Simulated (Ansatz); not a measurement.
# MoS2 (R3m) in Ansatz: reference runs

How does MoS2 come out in PBE? The cell is run as given and disturbed.

Everything below comes from runs of Ansatz 0.2.0. Logs are shortened: lines on timing, memory, paths and dates and some standing lists are left out, and cuts for length are marked.

## (1) Starting point

Symmetry: R3m, No. 160, trigonal system. The conventional cell has a = 3.163 Å, b = 3.163 Å, c = 18.370 Å, α = 90.00°, β = 90.00°, γ = 120.00°. Mo (site symmetry 3m) has 6 S at 2.36 Å as nearest neighbours. S (site symmetry 3m) is surrounded by 3 Mo at 2.36 Å. S (site symmetry 3m) has 3 Mo at 2.36 Å as nearest neighbours.

Measurements of this composition are mostly on another form, of space group No. 194.

## (2) Single point, PBE

The input, input.yaml:

```yaml
crystal:
  lattice:
    - [1.58149989, 0.91307939, 6.12332821]
    - [-1.58149989, 0.91307939, 6.12332821]
    - [0.0, -1.82615878, 6.12332821]
  atoms:
    - { symbol: Mo, position: [0.0, 0.0, 0.0] }
    - { symbol: S, position: [0.7484, 0.7484, 0.7484] }
    - { symbol: S, position: [0.5849, 0.5849, 0.5849] }
kpoints:
  mp_grid: { grid: [10, 10, 10] }
scf:
  occupations: { method: fermi_dirac, width: 0.05 }
hamiltonian:
  xc: pbe
  pseudopotentials: { kind: all_electron, lapw: { basis_error: 0.001 } }
output:
  forces: true
  stress: true
  eigenvalues: true
  populations: true
```

Potentials or basis: all-electron LAPW, scalar-relativistic.

Launch:

```console
ansatz run input.yaml --threads 2 --pin off --max-ram 6144MiB --backend cpu --events-out ev --progress --plain --runs-dir out
```

Log:

```text
Warning: RAYON_NUM_THREADS=2 ignored (pool sized by the plan → 2); use --threads N
Mo: projections on atomic orbitals take those of the free atom 1s2 2s2 2p6 3s2 3p6 3d10 4s2 4p6 4d5 5s1, of charge +0.00 (hamiltonian.pseudopotentials.projection_atoms)
S: projections on atomic orbitals take those of the free atom 1s2 2s2 2p6 3s2 3p4, of charge +0.00 (hamiltonian.pseudopotentials.projection_atoms)
LAPW: plane waves up to 8.452 Å⁻¹, error target 1.0e-3 eV per atom; small_component_spin mean_spin; S in spheres of 1.051 Å, 14 of its electrons in bands, Dirac shells []; Mo in spheres of 1.314 Å, 30 of its electrons in bands, Dirac shells [] (how accurate: hamiltonian.pseudopotentials.lapw.basis_error, Limitations)
Engine: ansatz 0.2.0, x86_64-unknown-linux-gnu
Pseudopotentials: kind: all_electron
Pseudopotential: Mo, LAPW, valence charge 30, lapw/all_electron/scalar/gaussian/Mo, Koelling and Harmon's equation, gaussian nucleus
Pseudopotential: S, LAPW, valence charge 14, lapw/all_electron/scalar/gaussian/S, Koelling and Harmon's equation, gaussian nucleus
Functional definition: PBE
  parameter kappa = 0.804
  parameter beta = 0.06672455060314922
  exchange = pbe_x(kappa = kappa, mu = beta*pi^2/3)
  correlation = pbe_c(beta = beta)
Crystal: 3 atoms, lattice volume = 53.054 Å³
Basis set: ecut = 272.18111037438416 eV, 563 PW (Γ), FFT grids on a1−a3, a2−a3, a3, exchange–correlation at level 2
Bands: 35, of which v1, the nominal top of the filled ones, is band 29 counted from 1 (28 counted from 0)
Symmetry: 6 space group operations
Space group: R3m (ITA 160), of the structure as read, at distance tolerance 3.8e-5 Å
k-points: 116 of 1000 (time reversal used)
Non-local potential: Mo, projectors of the file, none
Non-local potential: S, projectors of the file, none
Initial density: superposition of atomic densities (chi_scale 0.1, normalization cell, long waves kept (reshape's long-wave potential 0.14 eV rms))
Initial wavefunctions: plane waves of lowest kinetic energy (no species holds an atomic orbital)
Functional: x = pbe(κ = 0.804, μ = 0.2195149727645171), c = pbe(β = 0.06672455060314922)
iter 1 solved again at ethr=5.20e-3 eV; its pass at ethr=1.00e-1 eV (dr2=3.02e0 eV) is discarded
SCF iter   1: F=—  HF=-131907.078404 eV  |F-HF|=—  |Δ(HF+E_count)|=         —  Δρ=6.57e-2  dr2=3.02e0  ethr=5.20e-3  ⟨swp⟩=2.0  Hψ=27175  notcnv=0
preconditioner: auto → Resta (q_TF=auto, 2.769 Å⁻¹)  ε∞=5.2  [insulator: Δε(μ)=0.906 eV  Ē_g=10.597 eV  σ=0.050 eV  W_gap=1.00  n_scr=22 (ndim 8)  ℏωp=21.6 eV  f_vac=0.110  D(μ)=0.00/eV (n_scr^D=0)  ε∞_Penn≈5.2]
SCF iter   2: F=—  HF=-131906.260219 eV  |F-HF|=—  |Δ(HF+E_count)|=   8.18e-1  Δρ=3.49e-2  dr2=2.42e0  ethr=5.20e-3  ⟨swp⟩=3.0  Hψ=12254  notcnv=0
SCF iter   3: F=—  HF=-131905.797344 eV  |F-HF|=—  |Δ(HF+E_count)|=   4.63e-1  Δρ=1.87e-2  dr2=2.56e-1  ethr=4.17e-3  ⟨swp⟩=2.0  Hψ=10907  notcnv=0
SCF iter   4: F=—  HF=-131905.740055 eV  |F-HF|=—  |Δ(HF+E_count)|=         —  Δρ=4.09e-3  dr2=2.76e-2  ethr=4.41e-4  ⟨swp⟩=3.0  Hψ=12441  notcnv=0
the basis was enlarged: its passes take 403.7 KiB over the memory plan, 2 of 2 planned eigensolver slots
SCF iter   5: F=—  HF=-131905.735912 eV  |F-HF|=—  |Δ(HF+E_count)|=   4.14e-3  Δρ=2.37e-3  dr2=6.24e-3  ethr=4.77e-5  ⟨swp⟩=2.0  Hψ=12054  notcnv=0
SCF iter   6: F=—  HF=-131905.735112 eV  |F-HF|=—  |Δ(HF+E_count)|=   7.99e-4  Δρ=8.74e-4  dr2=7.45e-4  ethr=1.08e-5  ⟨swp⟩=2.0  Hψ=11370  notcnv=0
iter 7 solved again at ethr=5.19e-8 eV; its pass at ethr=1.28e-6 eV (dr2=3.01e-5 eV) is discarded
SCF iter   7: F=—  HF=-131905.735133 eV  |F-HF|=—  |Δ(HF+E_count)|=   2.01e-5  Δρ=1.33e-4  dr2=3.00e-5  ethr=5.19e-8  ⟨swp⟩=2.0  Hψ=19730  notcnv=0
SCF iter   8: F=—  HF=-131905.735153 eV  |F-HF|=—  |Δ(HF+E_count)|=   2.03e-5  Δρ=8.19e-5  dr2=9.09e-6  ethr=5.18e-8  ⟨swp⟩=3.0  Hψ=11907  notcnv=0
SCF iter   9: F=—  HF=-131905.735155 eV  |F-HF|=—  |Δ(HF+E_count)|=   1.73e-6  Δρ=1.60e-5  dr2=2.35e-7  ethr=1.57e-8  ⟨swp⟩=3.0  Hψ=11825  notcnv=0
SCF iter  10: F=-131905.735155 eV  HF=-131905.735155 eV  |F-HF|=3.14e-9  |Δ(HF+E_count)|=   7.25e-8  Δρ=4.64e-6  dr2=1.56e-8  ethr=4.05e-10  ⟨swp⟩=3.0  Hψ=11987  notcnv=0
SCF 1 converged in 10 iterations: F = -131905.735155 eV  dr2 = 1.56e-8
SCF converged after 10 iterations
Free energy (F): -131905.735155 eV
Harris-Foulkes:  -131905.735155 eV  (|F-HF|=3.14e-9)
Internal energy: -131905.735149 eV  (E = F + TS)
E sigma→0 (E₀):  -131905.735152 eV
Entropy (-TS):   -0.000006 eV (-0.002 meV/atom)
Fermi energy:    12.912707 eV
--- Per-component energies (eV) ---
  E_band       = -6795.292232
  E_kinetic    = 136008.759337
  E_xc         = -4769.252919
  E_electrostatic = -263145.241567  (all electrons and nuclei)
  E_smearing   = -0.000006  (= −TS)
  E_closure    = 0.000000  (closes the sum)
  E_atoms      = -131884.088107  (free atoms, spherical and without spin; not in F)
  Σ components = -131905.735155   (vs F -131905.735155, Δ=0.00e0)
  Basis errors (estimates in eV, not in F): energy 4.8e-4 per atom: plane waves 4.3e-4 (2.5e-4 summed), levels above the bands 8.8e-64, relativity 2.9e-8, radial functions 4.8e-5, core shells 4.9e-7; eigenvalues (radial functions only) 1.0e-6; not estimated: angular momenta, meshes, grids; target (lapw.basis_error) 1.0e-3; muffin-tin radii S 1.051 Å, Mo 1.314 Å
--- Forces (eV/Å), atoms counted from 1 ---
  atom   1  Mo     0.00000000     0.00000000    -0.00260101
  atom   2  S      0.00000000    -0.00000000     1.29229089
  atom   3  S     -0.00000000     0.00000000    -1.28972577
  max |Σ_I F_I| component: 3.59e-5 eV/Å
--- Stress (GPa, compression-positive) ---
        6.954497       0.000000       0.000000
        0.000000       6.954497       0.000000
        0.000000       0.000000      13.957301
  P = ⅓ Tr σ = 9.2888 GPa (92.888 kbar)
--- Band table (eV; the first three rows and the last of 116) ---
  k-point 0: bands = ["-363.9041", "-363.8872", "-363.8872", "-205.7851", "-205.7851", "-205.7732", "-205.7660", "-205.7660", "-193.5463", "-193.5417", "-138.3381", "-138.3381", "-138.3338", "-138.3338", "-138.2832", "-138.2776", "-49.1145", "-23.2855", "-23.0695", "-23.0695", "-2.7848", "-0.9458", "5.3603", "8.7280", "8.7280", "9.9290", "9.9290", "11.2593", "11.4236", "14.4861", "14.4861", "15.0034", "15.0034", "17.8523", "20.5799"]
  k-point 1: bands = ["-363.9041", "-363.8872", "-363.8872", "-205.7851", "-205.7851", "-205.7732", "-205.7660", "-205.7660", "-193.5463", "-193.5417", "-138.3381", "-138.3381", "-138.3338", "-138.3338", "-138.2832", "-138.2776", "-49.1105", "-23.2774", "-23.1103", "-23.0786", "-2.6284", "-0.9053", "5.5337", "8.4232", "8.8930", "9.4500", "9.6924", "11.2892", "11.5260", "14.4135", "14.5327", "14.7458", "14.8431", "18.5463", "20.8921"]
  k-point 2: bands = ["-363.9041", "-363.8872", "-363.8872", "-205.7851", "-205.7851", "-205.7732", "-205.7660", "-205.7660", "-193.5463", "-193.5417", "-138.3381", "-138.3381", "-138.3339", "-138.3338", "-138.2832", "-138.2776", "-49.1000", "-23.2559", "-23.2158", "-23.1025", "-2.1950", "-0.7927", "5.9276", "7.8178", "8.5989", "9.1800", "9.3441", "11.0822", "11.2534", "13.8948", "14.4541", "14.7452", "15.3248", "19.7688", "21.0115"]
  k-point 115: bands = ["-363.9041", "-363.8872", "-363.8872", "-205.7851", "-205.7851", "-205.7732", "-205.7660", "-205.7660", "-193.5463", "-193.5417", "-138.3381", "-138.3381", "-138.3338", "-138.3338", "-138.2831", "-138.2776", "-49.1145", "-23.2856", "-23.0695", "-23.0695", "-2.5729", "-1.3269", "6.2764", "8.7158", "8.7158", "9.1026", "9.9530", "9.9530", "12.5902", "14.5691", "14.5691", "14.8829", "14.8829", "17.8915", "21.0215"]
--- Löwdin populations: 3 sites ---
  site symbol       q [e]
     0     Mo     41.6951
     1      S     16.0497
     2      S     16.0528
  spilling = 0.002735 (of n_electrons = 74.000000)
```

Run time: 1.7 min. Hardware: 2 threads of Intel Xeon at 2.50GHz (Skylake/Cascade Lake), shared host; peak memory 0.59 GiB.

Results:

```
Free energy            : -131905.7352 eV
Pressure               : 9.3 GPa
Largest force          : 1.292 eV/Å
Band gap on the k mesh : 0.80 eV, indirect (least direct gap 1.92 eV)
```

Forces on the atoms (eV/Å):
```
Mo   0.000  0.000 -0.003
S    0.000  0.000  1.292
S    0.000  0.000 -1.290
```

Stress tensor (GPa, compression positive):
```
 6.95  0.00  0.00
 0.00  6.95  0.00
 0.00  0.00 13.96
```

Caveat: forces of over 1 eV/Å show positions far from the minimum, so gaps and moduli don't describe the material at rest.

## (3) Equation of state, PBE

Potentials or basis: all-electron LAPW, scalar-relativistic.

No new run: the results of the series are fitted here.

Results:

| Property | Result |
| --- | --- |
| Equilibrium volume | 18.76 Å³/atom (rough: see the caveat) |
| Bulk modulus at fixed shape and positions | 138 GPa (rough) |

Energy against volume, from the lowest point:
| volume (Å³/atom) | energy (meV/atom) |
| --- | --- |
| 16.624 | 130.21 |
| 16.977 | 87.41 |
| 17.331 | 54.21 |
| 17.685 | 29.67 |
| 18.038 | 12.95 |
| 18.392 | 3.29 |
| 18.746 | 0.00 |

Caveat: the minimum lies outside the volumes run; the cell was scaled at fixed shape and fractional positions, which overstates the stiffness of a crystal with free parameters, most of all of layers and chains.

## (4) Single point, PBE (atoms moved at random, drawn with an rms of 0.05 Å)

input.yaml, as its differences from that of step 2:

```diff
@@ -6,5 +6,5 @@
   atoms:
-    - { symbol: Mo, position: [0.0, 0.0, 0.0] }
-    - { symbol: S, position: [0.7484, 0.7484, 0.7484] }
-    - { symbol: S, position: [0.5849, 0.5849, 0.5849] }
+    - { symbol: Mo, position: [-0.002921, -0.005895, 0.014654] }
+    - { symbol: S, position: [0.743157, 0.768903, 0.733111] }
+    - { symbol: S, position: [0.586237, 0.599363, 0.574267] }
 kpoints:
```

Potentials or basis: all-electron LAPW, scalar-relativistic.

Launch:

```console
ansatz run input.yaml --threads 2 --pin off --max-ram 6144MiB --backend cpu --events-out ev --progress --plain --runs-dir out
```

Log:

```text
Warning: RAYON_NUM_THREADS=2 ignored (pool sized by the plan → 2); use --threads N
Mo: projections on atomic orbitals take those of the free atom 1s2 2s2 2p6 3s2 3p6 3d10 4s2 4p6 4d5 5s1, of charge +0.00 (hamiltonian.pseudopotentials.projection_atoms)
S: projections on atomic orbitals take those of the free atom 1s2 2s2 2p6 3s2 3p4, of charge +0.00 (hamiltonian.pseudopotentials.projection_atoms)
LAPW: plane waves up to 8.795 Å⁻¹, error target 1.0e-3 eV per atom; small_component_spin mean_spin; S in spheres of 1.019 Å, 14 of its electrons in bands, Dirac shells []; Mo in spheres of 1.263 Å, 30 of its electrons in bands, Dirac shells [] (how accurate: hamiltonian.pseudopotentials.lapw.basis_error, Limitations)
[... 7 set-up lines as earlier in the session ...]
[... 45 lines left out ...]
--- Forces (eV/Å), atoms counted from 1 ---
  atom   1  Mo    -0.81766758     1.76999429    -0.75255131
  atom   2  S      0.52026563    -0.97039779     2.13261576
  atom   3  S      0.29740215    -0.79959766    -1.38005640
  max |Σ_I F_I| component: 8.05e-6 eV/Å
--- Stress (GPa, compression-positive) ---
        6.358230       1.163566       0.919555
        1.163566      10.811242      -0.637190
        0.919555      -0.637190      17.765861
  P = ⅓ Tr σ = 11.6451 GPa (116.451 kbar)
--- Band table (eV; the first three rows and the last of 504) ---
  k-point 0: bands = ["-363.8762", "-363.8620", "-363.8553", "-205.7592", "-205.7537", "-205.7455", "-205.7399", "-205.7338", "-193.5564", "-193.5347", "-138.3486", "-138.3479", "-138.3274", "-138.3251", "-138.2928", "-138.2660", "-49.1119", "-23.2954", "-23.0960", "-23.0590", "-2.8391", "-0.9507", "5.3205", "8.5301", "8.7117", "9.4778", "10.2573", "11.2147", "11.5358", "14.0291", "14.7454", "15.0136", "15.2166", "17.8730", "20.6003"]
  k-point 1: bands = ["-363.8762", "-363.8620", "-363.8553", "-205.7592", "-205.7537", "-205.7455", "-205.7399", "-205.7338", "-193.5564", "-193.5347", "-138.3486", "-138.3479", "-138.3274", "-138.3251", "-138.2928", "-138.2660", "-49.1078", "-23.2869", "-23.1370", "-23.0695", "-2.6781", "-0.9198", "5.4977", "8.3948", "8.7126", "9.0954", "9.9588", "11.2554", "11.5832", "14.3235", "14.3740", "14.8495", "15.0369", "18.5250", "20.9172"]
  k-point 2: bands = ["-363.8762", "-363.8620", "-363.8553", "-205.7592", "-205.7537", "-205.7455", "-205.7399", "-205.7338", "-193.5564", "-193.5347", "-138.3486", "-138.3479", "-138.3274", "-138.3251", "-138.2928", "-138.2660", "-49.0971", "-23.2649", "-23.2449", "-23.0946", "-2.2319", "-0.8350", "5.8987", "7.8065", "8.3759", "9.1648", "9.3809", "11.0196", "11.2526", "13.8749", "14.5607", "14.8577", "15.2472", "19.7227", "21.0842"]
  k-point 503: bands = ["-363.8762", "-363.8620", "-363.8553", "-205.7592", "-205.7537", "-205.7455", "-205.7399", "-205.7338", "-193.5564", "-193.5347", "-138.3486", "-138.3479", "-138.3274", "-138.3251", "-138.2929", "-138.2660", "-49.1119", "-23.2955", "-23.0960", "-23.0590", "-2.6441", "-1.3108", "6.1951", "8.5181", "8.7027", "9.1262", "9.5347", "10.2919", "12.6304", "14.1050", "14.7006", "15.0321", "15.0974", "17.8933", "21.0176"]
--- Löwdin populations: 3 sites ---
  site symbol       q [e]
     0     Mo     41.7051
     1      S     16.0373
     2      S     16.0520
  spilling = 0.002779 (of n_electrons = 74.000000)
```

It took 6.1 min on 2 threads of Intel Xeon at 2.50GHz (Skylake/Cascade Lake), shared host; peak memory 1.7 GiB.

Results:

```
Free energy            : -131905.6006 eV
Pressure               : 11.6 GPa
Largest force          : 2.400 eV/Å
Band gap on the k mesh : 0.68 eV, indirect (least direct gap 1.47 eV)
```

Forces on the atoms (eV/Å):
```
Mo  -0.818  1.770 -0.753
S    0.520 -0.970  2.133
S    0.297 -0.800 -1.380
```

Stress tensor (GPa, compression positive):
```
 6.36  1.16  0.92
 1.16 10.81 -0.64
 0.92 -0.64 17.77
```

Levels at points of the mesh, in eV from the valence-band top:
| k point | band 27 | band 28 | band 29 | band 30 | band 31 | band 32 |
| --- | --- | --- | --- | --- | --- | --- |
| (0.00, 0.00, 0.00) | -2.37 | -1.42 | -1.09 | 1.40 | 2.12 | 2.38 |
| (0.00, 0.00, -0.50) | -2.55 | -2.08 | -1.74 | 1.22 | 1.82 | 3.33 |
| (0.00, -0.50, 0.00) | -2.30 | -2.15 | -1.46 | 1.39 | 1.87 | 3.04 |
| (0.00, -0.50, -0.50) | -2.93 | -2.29 | -1.38 | 1.27 | 1.93 | 2.76 |
| (-0.50, 0.00, 0.00) | -2.39 | -2.24 | -1.46 | 1.31 | 1.85 | 2.97 |
| (-0.50, 0.00, -0.50) | -2.81 | -2.26 | -1.33 | 1.33 | 1.95 | 2.73 |
| (-0.50, -0.50, 0.00) | -3.08 | -2.18 | -1.64 | 1.19 | 1.89 | 3.13 |
| (-0.50, -0.50, -0.50) | -3.10 | -2.34 | 0.00 | 1.47 | 2.07 | 2.40 |

A k mesh can miss the band edges.

## (5) Overview

| task | cell | cutoff (eV) | gap on the mesh (eV) | pressure (GPa) | largest force (eV/Å) |
| --- | --- | --- | --- | --- | --- |
| single point | as given | 272 | 0.80 | 9.3 | 1.29 |
| equation of state | as given | - | - | - | - |
| single point | atoms moved at random, drawn with an rms of 0.05 Å | 295 | 0.68 | 11.6 | 2.40 |

Alike in all rows: level PBE; potentials or basis all-electron LAPW, scalar-relativistic; no spin polarisation; k mesh 10 × 10 × 10; smearing fermi-dirac 0.05 eV; basis error allowed 0.001 eV/atom.

Caveats: forces of over 1 eV/Å show positions far from the minimum, so gaps and moduli don't describe the material at rest (some runs); the minimum lies outside the volumes run (some runs); the cell was scaled at fixed shape and fractional positions, which overstates the stiffness of a crystal with free parameters, most of all of layers and chains (some runs).

Compare energies only between runs with the same functional and basis.
